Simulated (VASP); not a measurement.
# Band-edge properties of BiSb (Fm-3m), part 3 of 3

Wanted: where the band edges of BiSb lie, how heavy the carriers are and how strain moves the gap. The cell is generated by rule, not measured, and may not be a known phase.

VASP 6.6.1, plane waves and PAW; the level of theory is named at each step.

So far. Step 3 (Bands on a dense mesh): At 2.5 GPa the cell is away from the equilibrium volume of this level: left free, it would expand. Step 5 (Orbitals for bands with HSE06, ENCUT 400): The run ends at a pressure of 1.86 GPa.

The structure was built from a prototype and need not be the compound's stable phase.

### Step 7. Orbitals for bands with HSE06, ENCUT 407

Against the failed run before it, this one has the cutoff, the threshold and the exact exchange changed.

This step: PBE; plane waves and PAW (Sb, Bi_d); invented cell (VASP 6.6.1).

File INCAR:

```
SYSTEM = BiSb
PREC = Accurate
ENCUT = 407
EDIFF = 1E-05
NELM = 100
ISMEAR = 0
SIGMA = 0.02
LREAL = .FALSE.
ALGO = Normal
GGA = PE
NBANDS = 16
LORBIT = 11
LWAVE = .TRUE.
LCHARG = .FALSE.
KPAR = 4
```

File POSCAR:

```
BiSb
1.0
    0.0000000000      3.1500000000      3.1500000000
    3.1500000000      0.0000000000      3.1500000000
    3.1500000000      3.1500000000      0.0000000000
Sb Bi
1 1
Direct
    0.0000000000      0.0000000000      0.0000000000
    0.5000000000      0.5000000000      0.5000000000
```

File KPOINTS:

```
Automatic mesh
0
Gamma
4 4 4
0 0 0
```

PAW data sets: Sb and Bi_d (PBE family, release 64).

Launch:

```sh
> mpirun -np 4 vasp_std
```

Log:

```text
[... set-up lines as in an earlier step ...]
 entering main loop
       N       E                     dE             d eps       ncg     rms          rms(c)
DAV:   1     0.138123023330E+03    0.13812E+03   -0.86316E+03   256   0.106E+03
DAV:   2     0.102634775300E+01   -0.13710E+03   -0.13431E+03   288   0.304E+02
DAV:   3    -0.772603540294E+01   -0.87524E+01   -0.87292E+01   320   0.845E+01
DAV:   4    -0.794405946187E+01   -0.21802E+00   -0.21797E+00   344   0.152E+01
[...]
DAV:   9    -0.794020869497E+01    0.42017E-03   -0.14628E-03   320   0.250E-01    0.414E-02
DAV:  10    -0.794022185927E+01   -0.13164E-04   -0.74704E-05   352   0.717E-02    0.195E-02
DAV:  11    -0.794022788266E+01   -0.60234E-05   -0.14389E-05   240   0.310E-02
   1 F= -.79402279E+01 E0= -.79396731E+01  d E =-.110953E-02
 writing wavefunctions
```

Run time: 2.4 s. Hardware: 4 MPI ranks of Intel Xeon 6975P-C (Granite Rapids), shared host; peak memory 0.6 GiB; 7.2 s of CPU time.

Parts of OUTCAR (step 7):

```text
  Total        0.7375266      0.7375266      0.7375266     -0.0000000     -0.0000000      0.0000000
  in kB       18.9028195     18.9028195     18.9028195     -0.0000000     -0.0000000      0.0000000
  external PRESSURE =      18.9028195 kB  Pullay stress =       0.0000000 kB

  FREE ENERGIE OF THE ION-ELECTRON SYSTEM (eV)
  ---------------------------------------------------
  free  energy   TOTEN  =        -7.9402278827 eV

  energy  without entropy=       -7.9391183574  energy(sigma->0) =       -7.93967312

[... 2 parts as in an earlier step ...]

[... 2 further parts left out ...]
[key lines of the parts left out:]
E-fermi :   6.8530
```

This step gave:

```yaml
energy_at_zero_smearing: -7.940 eV
pressure: 1.890 GPa
```

The run ends at a pressure of 1.89 GPa.

### Step 8. Bands with HSE06, ENCUT 407

This step: HSE06; plane waves and PAW (Sb, Bi_d); invented cell (VASP 6.6.1).

File INCAR:

```
SYSTEM = BiSb
PREC = Accurate
ENCUT = 407
EDIFF = 1E-06
NELM = 100
ISMEAR = 0
SIGMA = 0.02
LREAL = .FALSE.
ALGO = Normal
LHFCALC = .TRUE.
AEXX = 0.25
GGA = PE
HFSCREEN = 0.2
LASPH = .TRUE.
NBANDS = 16
PRECFOCK = Fast
LORBIT = 11
LWAVE = .FALSE.
LCHARG = .FALSE.
KPAR = 4
ISIF = 2
```

POSCAR is that of step 7.

KPOINTS is that of step 7.

File KPOINTS_OPT:

```
Line mode
8
Line-mode
Reciprocal
  0.00000000   0.00000000   0.00000000 GAMMA
  0.50000000   0.00000000   0.50000000 X

  0.50000000   0.00000000   0.50000000 X
  0.50000000   0.25000000   0.75000000 W

  0.50000000   0.25000000   0.75000000 W
  0.37500000   0.37500000   0.75000000 K

  0.37500000   0.37500000   0.75000000 K
  0.00000000   0.00000000   0.00000000 GAMMA

  0.00000000   0.00000000   0.00000000 GAMMA
  0.50000000   0.50000000   0.50000000 L

  0.50000000   0.50000000   0.50000000 L
  0.62500000   0.25000000   0.62500000 U

  0.62500000   0.25000000   0.62500000 U
  0.50000000   0.25000000   0.75000000 W

  0.50000000   0.25000000   0.75000000 W
  0.50000000   0.50000000   0.50000000 L

  0.50000000   0.50000000   0.50000000 L
  0.37500000   0.37500000   0.75000000 K

  0.62500000   0.25000000   0.62500000 U
  0.50000000   0.00000000   0.50000000 X
```

The WAVECAR or CHGCAR of an earlier step is read.

Launch:

```sh
> mpirun -np 4 vasp_std
```

Log:

```text
[... set-up lines as in an earlier step ...]
 entering main loop
       N       E                     dE             d eps       ncg     rms          rms(c)
DAV:   1    -0.956881555519E+01   -0.95688E+01   -0.17796E+00   256   0.907E+00    0.150E+01
DAV:   2    -0.957905668589E+01   -0.10241E-01   -0.44517E-02   336   0.144E+00    0.957E+00
DAV:   3    -0.957872936863E+01    0.32732E-03   -0.17248E-03   312   0.210E-01    0.588E+00
DAV:   4    -0.957849220577E+01    0.23716E-03   -0.23884E-04   312   0.956E-02    0.349E+00
DAV:   5    -0.957841297548E+01    0.79230E-04   -0.95777E-05   320   0.514E-02    0.207E+00
DAV:   6    -0.957839814684E+01    0.14829E-04   -0.34556E-05   296   0.303E-02    0.123E+00
DAV:   7    -0.957839905531E+01   -0.90846E-06   -0.90440E-06   288   0.190E-02
   1 F= -.95783991E+01 E0= -.95780464E+01  d E =-.705250E-03
 Start KPOINTS_OPT (optional k-point list driver)
k-point batch [1-8\80]
       N       E                     dE             ncg
DAV:   1     0.129132673122E+03   -0.19121E+04      264
DAV:   2    -0.126184500299E+04   -0.13910E+04      280
DAV:   3    -0.136238398492E+04   -0.10054E+03      344
DAV:   4    -0.136587650253E+04   -0.34925E+01      328
DAV:   5    -0.136597985881E+04   -0.10336E+00      344
DAV:   6    -0.136598566388E+04   -0.58051E-02      384
DAV:   7    -0.136598573332E+04   -0.69440E-04      336
DAV:   8    -0.136598573402E+04   -0.70420E-06      256
k-point batch [9-16\80]
 -----------------------------------------------------------------------------
|                     _     ____    _    _    _____     _                     |
|                    | |   |  _ \  | |  | |  / ____|   | |                    |
|                    | |   | |_) | | |  | | | |  __    | |                    |
|                    |_|   |  _ <  | |  | | | | |_ |   |_|                    |
|                     _    | |_) | | |__| | | |__| |    _                     |
|                    (_)   |____/   \____/   \_____|   (_)                    |
|                                                                             |
|                                                                             |
|     internal error in CHECK_GEN_LAYOUT: G-vectors changed at ik:15 old:     |
|     1160 new: 1159                                                          |
|                                                                             |
|     If you are not a developer, you should not encounter this problem.      |
|     Please submit a bug report.                                             |
|                                                                             |
 -----------------------------------------------------------------------------

 -----------------------------------------------------------------------------
|                     _     ____    _    _    _____     _                     |
[...]
|                    |_|   |  _ <  | |  | | | | |_ |   |_|                    |
|                     _    | |_) | | |__| | | |__| |    _                     |
|                    (_)   |____/   \____/   \_____|   (_)                    |
|                                                                             |
|                                                                             |
|     internal error in CHECK_GEN_LAYOUT: G-vectors changed at ik:15 old:     |
|     1160 new: 1159                                                          |
|                                                                             |
|     If you are not a developer, you should not encounter this problem.      |
|     Please submit a bug report.                                             |
|                                                                             |
 -----------------------------------------------------------------------------

 -----------------------------------------------------------------------------
|                     _     ____    _    _    _____     _                     |
|                    | |   |  _ \  | |  | |  / ____|   | |                    |
|                    | |   | |_) | | |  | | | |  __    | |                    |
|                    |_|   |  _ <  | |  | | | | |_ |   |_|                    |
|                     _    | |_) | | |__| | | |__| |    _                     |
|                    (_)   |____/   \____/   \_____|   (_)                    |
|                                                                             |
|                                                                             |
|     internal error in CHECK_GEN_LAYOUT: G-vectors changed at ik:15 old:     |
|     1160 new: 1159                                                          |
|                                                                             |
|     If you are not a developer, you should not encounter this problem.      |
|     Please submit a bug report.                                             |
|                                                                             |
 -----------------------------------------------------------------------------

 -----------------------------------------------------------------------------
|                     _     ____    _    _    _____     _                     |
|                    | |   |  _ \  | |  | |  / ____|   | |                    |
|                    | |   | |_) | | |  | | | |  __    | |                    |
|                    |_|   |  _ <  | |  | | | | |_ |   |_|                    |
|                     _    | |_) | | |__| | | |__| |    _                     |
|                    (_)   |____/   \____/   \_____|   (_)                    |
|                                                                             |
|                                                                             |
|     internal error in CHECK_GEN_LAYOUT: G-vectors changed at ik:15 old:     |
|     1160 new: 1159                                                          |
|                                                                             |
|     If you are not a developer, you should not encounter this problem.      |
|     Please submit a bug report.                                             |
|                                                                             |
 -----------------------------------------------------------------------------

1
1
1
1
```

The job ended after 37 s (4 MPI ranks).

The run ended with an error.

VASP's message: “internal error in CHECK_GEN_LAYOUT: G-vectors changed at ik:15 old: 1160 new: 1159”. No number of this run is used.

### Step 9. Results

| Property | Result |
| --- | --- |
| gap, PBE | none |
| gap with spin-orbit coupling | none |

**Reading.** At this level the bands overlap or touch. Masses were not obtained, since there is no gap at this level. The strain response was not obtained, since there is no gap at this level.

[Lines on the potential files, build, host, timing and source positions are cut from VASP's logs without a mark.]

[Logs are printed without paths, hosts, clocks, repeated set-up lines and the standing remarks that a program may print on its own settings, such as how far it seeks lower states.]

[Hosts, paths, dates, database ids (printed as entryN), source tags and the programs' standing remarks are cut or masked in the printed files.]

[In band tables of VASP the shares of atoms and orbitals are scaled to a sum of 1 inside the atoms' spheres.]

[Gaps and slopes under strain along one axis are those of the sampled path and mesh points; where strain splits equal valleys, another of them can be the edge.]
